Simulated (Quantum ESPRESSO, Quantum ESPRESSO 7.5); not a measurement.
# 2H-MoTe2, 1 layer: vacuum convergence

Aim: how far one choice must go before the vacuum level and the energy of 2H-MoTe2, 1 layer stand still, and what it costs.

Calculated with Quantum ESPRESSO 7.5; plane-wave DFT, PBE, GBRV ultrasoft pseudopotentials.

## (1) Set-up

The cell holds 3 atoms: 2 Te and 1 Mo. Cell: a = 3.550 Å, b = 3.550 Å, c = 27.774 Å, α = 90.0°, β = 90.0°, γ = 120.0°. It derives from MoTe2. Vacuum lies along c.

## (2) Ground state: 24 Å of vacuum

The first run is the reference of the series.

The input, c0.in:

```
&control
  prefix = 'c0'
  outdir = './out'
  pseudo_dir = './pseudo'
  calculation = 'scf'
  tprnfor = .true.
/
&system
  ibrav = 0
  nat = 3
  ntyp = 2
  ecutwfc = 40
  ecutrho = 200
  occupations = 'smearing'
  smearing = 'fd'
  degauss = 0.004
/
&electrons
  conv_thr = 1e-07
  mixing_beta = 0.4
  electron_maxstep = 120
  mixing_mode = 'local-TF'
/
ATOMIC_SPECIES
  Te  127.6000  te_pbe_v1.uspp.F.UPF
  Mo  95.9500  mo_pbe_v1.uspp.F.UPF
CELL_PARAMETERS angstrom
  3.55000000000000 0.00000000000000 0.00000000000000
  -1.77500000000000 3.07439018343476 0.00000000000000
  0.00000000000000 0.00000000000000 27.77410263064834
ATOMIC_POSITIONS crystal
  Te  0.333333333333 0.666666666667 0.432057163451
  Mo  0.000000000000 0.000000000000 0.500000000000
  Te  0.333333333333 0.666666666667 0.567942836549
K_POINTS automatic
  12 12 1 0 0 0
```

The run is started by

```sh
$ OMP_NUM_THREADS=1 mpirun -n 4 pw.x -nk 4 -in c0.in > c0.out
```

The log of the run:

```text
Program PWSCF v.7.5 starts
[citation notice left out]

     Parallel version (MPI & OpenMP), running on       4 processor cores
     Number of MPI processes:                 4
     Threads/MPI process:                     1

     MPI processes distributed on     1 nodes
[...]
Current dimensions of program PWSCF are:
     Max number of different atomic species (ntypx) = 10
     Max number of k-points (npk) =  40000
     Max angular momentum in pseudopotentials (lmaxx) =  4
     Message from routine setup:
     using ibrav=0 with symmetry is DISCOURAGED, use correct ibrav instead

     K-points division:     npool     =       4
     Subspace diagonalization in iterative solution of the eigenvalue problem:
     a serial algorithm will be used

     G-vector sticks info
     --------------------
     sticks:   dense  smooth     PW     G-vecs:    dense   smooth      PW
     Sum         613     499    151                97317    70117   11631

     Using Slab Decomposition

     bravais-lattice index     =            0
     lattice parameter (alat)  =       6.7085  a.u.
     unit-cell volume          =    2045.6154 (a.u.)^3
     number of atoms/cell      =            3
     number of atomic types    =            2
     number of electrons       =        26.00
     number of Kohn-Sham states=           17
     kinetic-energy cutoff     =      40.0000  Ry
     charge density cutoff     =     200.0000  Ry
     scf convergence threshold =      1.0E-07
     mixing beta               =       0.4000
     number of iterations used =            8  local-TF  mixing
     Exchange-correlation= SLA  PW   PBE  PBE
                           (   1   4   3   4   0   0   0)

     celldm(1)=   6.708528  celldm(2)=   0.000000  celldm(3)=   0.000000
     celldm(4)=   0.000000  celldm(5)=   0.000000  celldm(6)=   0.000000

     crystal axes: (cart. coord. in units of alat)
               a(1) = (   1.000000   0.000000   0.000000 )
               a(2) = (  -0.500000   0.866025   0.000000 )
               a(3) = (   0.000000   0.000000   7.823691 )

     reciprocal axes: (cart. coord. in units 2 pi/alat)
               b(1) = (  1.000000  0.577350 -0.000000 )
               b(2) = (  0.000000  1.154701  0.000000 )
               b(3) = (  0.000000 -0.000000  0.127817 )

     PseudoPot. # 1 for Te read from file:
     ./pseudo/te_pbe_v1.uspp.F.UPF
     Pseudo is Ultrasoft + core correction, Zval =  6.0
     Generated by new atomic code, or converted to UPF format
     Using radial grid of  891 points,  5 beta functions with:
                l(1) =   0
                l(2) =   0
                l(3) =   1
                l(4) =   1
                l(5) =   2
     Q(r) pseudized with  6 coefficients,  rinner =    1.800   1.800   1.800
                                                       1.800   1.800

     PseudoPot. # 2 for Mo read from file:
     ./pseudo/mo_pbe_v1.uspp.F.UPF
     Pseudo is Ultrasoft + core correction, Zval = 14.0
     Generated by new atomic code, or converted to UPF format
     Using radial grid of  889 points,  6 beta functions with:
                l(1) =   0
                l(2) =   0
                l(3) =   1
                l(4) =   1
                l(5) =   2
                l(6) =   2
     Q(r) pseudized with  6 coefficients,  rinner =    1.000   1.000   1.000
                                                       1.000   1.000

     atomic species   valence    mass     pseudopotential
     Te                6.00   127.60000     Te( 1.00)
     Mo               14.00    95.95000     Mo( 1.00)

     12 Sym. Ops. (no inversion) found

   Cartesian axes

     site n.     atom                  positions (alat units)
         1        Te     tau(   1) = (  -0.0000000   0.5773503   3.3802817  )
         2        Mo     tau(   2) = (   0.0000000   0.0000000   3.9118454  )
         3        Te     tau(   3) = (  -0.0000000   0.5773503   4.4434092  )

     number of k points=    19  Fermi-Dirac smearing, width (Ry)=  0.0040
                       cart. coord. in units 2pi/alat
        k(    1) = (   0.0000000   0.0000000   0.0000000), wk =   0.0138889
        k(    2) = (   0.0000000   0.0962250   0.0000000), wk =   0.0833333
        k(    3) = (   0.0000000   0.1924501   0.0000000), wk =   0.0833333
        k(    4) = (   0.0000000   0.2886751   0.0000000), wk =   0.0833333
        k(    5) = (   0.0000000   0.3849002   0.0000000), wk =   0.0833333
        k(    6) = (   0.0000000   0.4811252   0.0000000), wk =   0.0833333
        k(    7) = (   0.0000000  -0.5773503   0.0000000), wk =   0.0416667
        k(    8) = (   0.0833333   0.1443376   0.0000000), wk =   0.0833333
        k(    9) = (   0.0833333   0.2405626   0.0000000), wk =   0.1666667
        k(   10) = (   0.0833333   0.3367877   0.0000000), wk =   0.1666667
[...]
k(   19) = (   0.3333333   0.5773503   0.0000000), wk =   0.0277778

     Dense  grid:    97317 G-vectors     FFT dimensions: (  32,  32, 240)

     Smooth grid:    70117 G-vectors     FFT dimensions: (  27,  27, 216)

     Estimated max dynamical RAM per process >     153.13 MB

     Estimated total dynamical RAM >     541.23 MB

     Initial potential from superposition of free atoms

     starting charge      25.9985, renormalised to      26.0000

     negative rho (up, down):  3.817E-03 0.000E+00
     Starting wfcs are   21 randomized atomic wfcs

     total cpu time spent up to now is        1.4 secs

     per-process dynamical memory:    72.2 Mb

     Self-consistent Calculation

     iteration #  1     ecut=    40.00 Ry     beta= 0.40
     Davidson diagonalization with overlap
     ethr =  1.00E-02,  avg # of iterations =  2.0

     negative rho (up, down):  2.463E-03 0.000E+00

     total cpu time spent up to now is        3.7 secs

     total energy              =    -192.38273058 Ry
     estimated scf accuracy    <       0.60190417 Ry

     iteration #  2     ecut=    40.00 Ry     beta= 0.40
[...]
negative rho (up, down):  1.587E-03 0.000E+00

[...]
total energy              =    -192.38607608 Ry
     estimated scf accuracy    <       0.14750093 Ry

     iteration #  3     ecut=    40.00 Ry     beta= 0.40
[...]
negative rho (up, down):  7.796E-04 0.000E+00

[...]
total energy              =    -192.38046776 Ry
     estimated scf accuracy    <       0.04166175 Ry

     iteration #  4     ecut=    40.00 Ry     beta= 0.40
[...]
negative rho (up, down):  3.944E-04 0.000E+00

[...]
total energy              =    -192.38386962 Ry
     estimated scf accuracy    <       0.00605926 Ry

     iteration #  5     ecut=    40.00 Ry     beta= 0.40
[...]
negative rho (up, down):  1.550E-04 0.000E+00

[...]
total energy              =    -192.38397114 Ry
     estimated scf accuracy    <       0.00354059 Ry

     iteration #  6     ecut=    40.00 Ry     beta= 0.40
[...]
negative rho (up, down):  4.986E-04 0.000E+00

[...]
total energy              =    -192.38412286 Ry
     estimated scf accuracy    <       0.00120405 Ry

     iteration #  7     ecut=    40.00 Ry     beta= 0.40
[...]
negative rho (up, down):  2.935E-03 0.000E+00

[...]
total energy              =    -192.38388058 Ry
     estimated scf accuracy    <       0.00149298 Ry

     iteration #  8     ecut=    40.00 Ry     beta= 0.40
[...]
negative rho (up, down):  3.126E-03 0.000E+00

[...]
total energy              =    -192.38389965 Ry
     estimated scf accuracy    <       0.00073532 Ry

     iteration #  9     ecut=    40.00 Ry     beta= 0.40
[...]
negative rho (up, down):  8.715E-03 0.000E+00

[...]
total energy              =    -192.38391450 Ry
     estimated scf accuracy    <       0.00115374 Ry

     iteration # 10     ecut=    40.00 Ry     beta= 0.40
[...]
negative rho (up, down):  5.682E-03 0.000E+00

[...]
total energy              =    -192.38387692 Ry
     estimated scf accuracy    <       0.00020336 Ry

     iteration # 11     ecut=    40.00 Ry     beta= 0.40
[...]
negative rho (up, down):  5.156E-03 0.000E+00

[...]
total energy              =    -192.38388300 Ry
     estimated scf accuracy    <       0.00015627 Ry

     iteration # 12     ecut=    40.00 Ry     beta= 0.40
[...]
negative rho (up, down):  3.923E-03 0.000E+00

[...]
total energy              =    -192.38389700 Ry
     estimated scf accuracy    <       0.00000728 Ry

     iteration # 13     ecut=    40.00 Ry     beta= 0.40
[...]
negative rho (up, down):  3.849E-03 0.000E+00

[...]
total energy              =    -192.38389762 Ry
     estimated scf accuracy    <       0.00000515 Ry

     iteration # 14     ecut=    40.00 Ry     beta= 0.40
[...]
negative rho (up, down):  3.832E-03 0.000E+00

[...]
total energy              =    -192.38389788 Ry
     estimated scf accuracy    <       0.00000052 Ry

     iteration # 15     ecut=    40.00 Ry     beta= 0.40
[...]
negative rho (up, down):  3.812E-03 0.000E+00

[...]
total energy              =    -192.38389809 Ry
     estimated scf accuracy    <       0.00000024 Ry

     iteration # 16     ecut=    40.00 Ry     beta= 0.40
[...]
negative rho (up, down):  3.809E-03 0.000E+00

[...]
End of self-consistent calculation

          k = 0.0000 0.0000 0.0000 (  8781 PWs)   bands (ev):

   -61.9164 -36.0533 -35.9161 -35.9161 -13.5627 -12.8125  -5.9720  -3.0759
    -2.4926  -2.4926  -1.8078  -1.8078  -1.7209   1.8410   1.8410   2.0139
     2.0139

          k = 0.0000 0.0962 0.0000 (  8753 PWs)   bands (ev):

   -61.9158 -36.0518 -35.9235 -35.9179 -13.4699 -12.7434  -5.8659  -3.1773
    -2.7138  -2.4177  -1.9331  -1.8183  -1.7147   1.4347   1.4588   1.8218
     1.9065

          k = 0.0000 0.1925 0.0000 (  8734 PWs)   bands (ev):

   -61.9144 -36.0478 -35.9438 -35.9227 -13.2001 -12.5429  -5.5695  -3.4607
    -3.3194  -2.2395  -2.2071  -2.0214  -1.7501   0.6260   0.9105   1.3823
     2.0410

          k = 0.0000 0.2887 0.0000 (  8718 PWs)   bands (ev):

   -61.9124 -36.0424 -35.9713 -35.9293 -12.7825 -12.2355  -5.1792  -4.1600
    -3.9775  -2.5976  -2.4525  -1.9120  -1.9060   0.1861   0.9153   0.9171
     2.1501

          k = 0.0000 0.3849 0.0000 (  8742 PWs)   bands (ev):

   -61.9104 -36.0369 -35.9987 -35.9359 -12.2814 -11.8743  -5.3389  -4.7184
    -4.5478  -2.9080  -2.7543  -2.0488  -1.5953   0.1900   0.5671   1.2816
     2.2023

          k = 0.0000 0.4811 0.0000 (  8754 PWs)   bands (ev):

   -61.9089 -36.0329 -36.0187 -35.9408 -11.8268 -11.5588  -6.0709  -5.3721
    -4.3613  -3.1131  -2.8802  -1.9598  -1.3745   0.3865   0.3931   1.6924
     2.2160

[...]
the Fermi energy is    -0.5772 ev

!    total energy              =    -192.38389813 Ry
     estimated scf accuracy    <          5.6E-09 Ry
     smearing contrib. (-TS)   =      -0.00000065 Ry
     internal energy E=F+TS    =    -192.38389748 Ry

     The total energy is F=E-TS. E is the sum of the following terms:
     one-electron contribution =   -1349.16862350 Ry
     hartree contribution      =     674.53931839 Ry
     xc contribution           =     -48.19483758 Ry
     ewald contribution        =     530.44024522 Ry

     convergence has been achieved in  16 iterations

     negative rho (up, down):  3.809E-03 0.000E+00

     Forces acting on atoms (cartesian axes, Ry/au):

     atom    1 type  1   force =    -0.00000000   -0.00000000    0.03237673
     atom    2 type  2   force =     0.00000000    0.00000000    0.00000000
     atom    3 type  1   force =    -0.00000000   -0.00000000   -0.03237673

     Total force =     0.045788     Total SCF correction =     0.000022

[...]
=------------------------------------------------------------------------------=
   JOB DONE.
=------------------------------------------------------------------------------=
```

The job ended after 35 s (4 MPI ranks of Arm Neoverse V1, shared host; peak memory 0.7 GiB).

This step gave:

```
free energy                          : -2617.5163 eV
Fermi energy                         : -0.5772 eV
valence top, on the run's zero       : -1.069 eV
conduction bottom, on the run's zero : -0.002375 eV
gap by band count                    : 1.066 eV
```

The program's own clock; routines nest. Time by routine:

```csv
routine,wall time (s),calls
PWSCF,34.51,1
electrons,32.75,1
c_bands,15.97,16
cegterg,14.76,80
fftw,13.48,7762
h_psi,12.99,246
vloc_psi,11.83,246
mix_rho,7.71,16
sum_band,5.28,16
ffts,4.98,1878
newd,2.19,17
v_of_rho,1.66,17
init_run,1.24,1
fft,1,230
```

The run needed 16 iterations to bring the estimated error under 1e-07 Ry; the largest force on any atom, held or free, is 0.83 eV/Å.

## (3) Potential by pp.x

plot_num = 11 writes the bare and Hartree potential. It leaves out exchange and correlation, which fade slowly, so it flattens close to the surface.

The input, c0.pot.in:

```
&inputpp
  prefix = 'c0'
  outdir = './out'
  filplot = 'c0.pot.dat'
  plot_num = 11
/
```

The run is started by

```sh
$ OMP_NUM_THREADS=1 mpirun -n 4 pp.x -in c0.pot.in > c0.pot.out
```

The log of the run:

```text
[banner, memory and clock lines left out]
Program POST-PROC v.7.5 starts

          URL

     ./out/c0.save/

     IMPORTANT: XC functional enforced from input :
     Exchange-correlation= PBE
                           (   1   4   3   4   0   0   0)
     Any further DFT definition will be discarded
     Please, verify this is what you really want

     negative rho (up, down):  3.809E-03 0.000E+00

     Calling punch_plot, plot_num =  11
     Writing data to file  c0.pot.dat
     Message from routine chdens:
     namelist plot not found or invalid, exiting
```

Elapsed: 1.1 s, on 4 MPI ranks; peak memory 0.11 GiB.

Numbers from this step:

| Property | Result |
| --- | --- |
| potential in the middle of the vacuum, over the valence top | 4.709 eV |

Electrostatic potential energy of an electron; zero at the highest filled level of the SCF mesh. Potential energy, planar mean against z:

```csv
z (Å),"potential energy, planar mean (eV)"
0,4.71
1,4.71
2,4.71
3,4.71
4,4.71
5,4.71
6,4.71
7,4.71
8,4.71
9,4.69
10,4.46
11,0.985
12,21.5
13,-3.05
14,-20.2
15,0.440
16,18.9
17,2.57
18,4.57
19,4.70
20,4.71
21,4.71
22,4.71
23,4.71
24,4.71
25,4.71
26,4.71
27,4.71
```

Inside the slab this potential holds the local part of the pseudopotentials, which can be repulsive at the nuclei; only its value in the vacuum has a meaning of its own.

## (4) Ground state: 18 Å of vacuum

c2.in, as its differences from the input of step 2:

```diff
@@ -1,3 +1,3 @@
 &control
-  prefix = 'c0'
+  prefix = 'c2'
   outdir = './out'
@@ -29,7 +29,7 @@
   -1.77500000000000 3.07439018343476 0.00000000000000
-  0.00000000000000 0.00000000000000 27.77410263064834
+  0.00000000000000 0.00000000000000 21.77410263064834
 ATOMIC_POSITIONS crystal
-  Te  0.333333333333 0.666666666667 0.432057163451
+  Te  0.333333333333 0.666666666667 0.413335059206
   Mo  0.000000000000 0.000000000000 0.500000000000
-  Te  0.333333333333 0.666666666667 0.567942836549
+  Te  0.333333333333 0.666666666667 0.586664940794
 K_POINTS automatic
```

The run is started by

```sh
$ OMP_NUM_THREADS=1 mpirun -n 4 pw.x -nk 4 -in c2.in > c2.out
```

The log of the run:

```text
[banner, memory and clock lines left out]
Program PWSCF v.7.5 starts
[...]
Message from routine setup:
[...]
number of electrons       =        26.00
     number of Kohn-Sham states=           17
     kinetic-energy cutoff     =      40.0000  Ry
     charge density cutoff     =     200.0000  Ry
[...]
number of k points=    19  Fermi-Dirac smearing, width (Ry)=  0.0040
[...]
Dense  grid:    76397 G-vectors     FFT dimensions: (  32,  32, 192)
[...]
negative rho (up, down):  2.847E-03 0.000E+00
     Starting wfcs are   21 randomized atomic wfcs
[...]
negative rho (up, down):  1.460E-03 0.000E+00
[...]
estimated scf accuracy    <       0.60113664 Ry
[...]
negative rho (up, down):  6.527E-04 0.000E+00
[...]
estimated scf accuracy    <       0.14747730 Ry
[...]
negative rho (up, down):  1.726E-04 0.000E+00
[...]
estimated scf accuracy    <       0.04105218 Ry
[...]
negative rho (up, down):  6.814E-05 0.000E+00
[...]
estimated scf accuracy    <       0.00591339 Ry
[...]
negative rho (up, down):  4.553E-05 0.000E+00
[...]
estimated scf accuracy    <       0.00360598 Ry
[...]
negative rho (up, down):  5.998E-04 0.000E+00
[...]
estimated scf accuracy    <       0.00110765 Ry
[...]
negative rho (up, down):  3.337E-03 0.000E+00
[...]
estimated scf accuracy    <       0.00169077 Ry
[...]
negative rho (up, down):  2.046E-03 0.000E+00
[...]
estimated scf accuracy    <       0.00060171 Ry
[...]
negative rho (up, down):  4.202E-03 0.000E+00
[...]
estimated scf accuracy    <       0.00056352 Ry
[...]
negative rho (up, down):  2.987E-03 0.000E+00
[...]
estimated scf accuracy    <       0.00005327 Ry
[...]
negative rho (up, down):  2.948E-03 0.000E+00
[...]
estimated scf accuracy    <       0.00001950 Ry
[...]
negative rho (up, down):  2.877E-03 0.000E+00
[...]
estimated scf accuracy    <       0.00000041 Ry
[...]
negative rho (up, down):  2.859E-03 0.000E+00
[...]
estimated scf accuracy    <       0.00000069 Ry
[...]
negative rho (up, down):  2.850E-03 0.000E+00
[...]
the Fermi energy is     0.4271 ev
!    total energy              =    -192.38390496 Ry
     estimated scf accuracy    <       0.00000002 Ry
     smearing contrib. (-TS)   =      -0.00000066 Ry
     internal energy E=F+TS    =    -192.38390431 Ry
[...]
one-electron contribution =    -952.63603475 Ry
     hartree contribution      =     477.23035558 Ry
     xc contribution           =     -48.19472761 Ry
     ewald contribution        =     331.21650247 Ry
     convergence has been achieved in  14 iterations
     negative rho (up, down):  2.850E-03 0.000E+00
[...]
Total force =     0.045851     Total SCF correction =     0.000281
[...]
```

Run time: 23 s. Hardware: 4 MPI ranks; peak memory 0.66 GiB.

This step gave:

| Property | Result |
| --- | --- |
| free energy | -2617.5164 eV |
| Fermi energy | 0.4271 eV |
| valence top, on the run's zero | -0.06426 eV |
| conduction bottom, on the run's zero | 1.002 eV |

The program's own clock; routines nest. Time by routine:

```csv
routine,wall time (s),calls
PWSCF,22.76,1
electrons,21.39,1
c_bands,10.76,14
cegterg,9.99,70
fftw,8.97,7008
h_psi,8.73,215
vloc_psi,7.93,215
mix_rho,4.94,14
sum_band,3.38,14
ffts,3.2,1628
newd,1.27,15
v_of_rho,1.11,15
init_run,0.94,1
fft,0.68,204
```

## (5) Electrostatic potential

The input, c2.pot.in:

```
&inputpp
  prefix = 'c2'
  outdir = './out'
  filplot = 'c2.pot.dat'
  plot_num = 11
/
```

The run is started by

```sh
$ OMP_NUM_THREADS=1 mpirun -n 4 pp.x -in c2.pot.in > c2.pot.out
```

It took 0.97 s on 4 MPI ranks; peak memory 0.11 GiB; 3.6 s of CPU time.

Counted from each run's own zero (the valence top), the vacuum level differs from the first run's by -1 meV.

(Continued in part 2 of 2.)

[Logs are printed without paths, hosts, clocks, repeated set-up lines and the standing remarks that a program may print on its own settings, such as how far it seeks lower states.]

[Hosts, paths, dates, database ids (printed as entryN), source tags and the programs' standing remarks are cut or masked in the printed files.]

[Maps of the electrostatic potential energy from Ansatz leave out the sawtooth potential of an applied field or a dipole correction, so their vacuum need not be flat; planar profiles and work functions include it.]
